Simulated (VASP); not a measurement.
Here is a VASP 6.6.1 calculation.

The input INCAR:

```
PREC = Accurate
ENCUT = 520
EDIFF = 1E-6
ISMEAR = 0
SIGMA = 0.02
LREAL = False
LASPH = True
NELM = 100
ALGO = Fast
ISIF = 2
LWAVE = False
LCHARG = False
GGA = CA
NBANDS = 16
```

KPOINTS

```
Automatic mesh
0
Gamma
  10 8 10
```

The input POSCAR:

```
Si
1.0
    3.8310063354      0.0000000000      0.0000000000
    0.0000000000      5.4178611170      0.0000000000
    0.0000000000      0.0000000000      3.8139435318
Si
4
Direct
    0.0000000000     -0.0002985428      0.0000000000
    0.5000000000      0.4997014572      0.5000000000
    0.0000000000      0.2502985428      0.5000000000
    0.5000000000      0.7502985428      0.0000000000
```

Potentials or basis: VASP PAW LDA potentials, release 64 (Si).

The run is started by

```bash
$ cat potpaw_LDA.64/Si/POTCAR > POTCAR
$ mpirun -np 1 vasp_std > vasp.out
```

Q: Estimate the band gap on the k mesh.

A: 0.43 eV.

Q: Estimate the pressure.

A: -0.4 GPa.

Stress tensor (GPa, compression positive):
```
-0.66  0.00  0.00
 0.00 -0.55  0.00
 0.00  0.00  0.02
```

A k mesh can miss the band edges. Expect the measured gap to be larger: semilocal functionals such as LDA lack the derivative discontinuity.
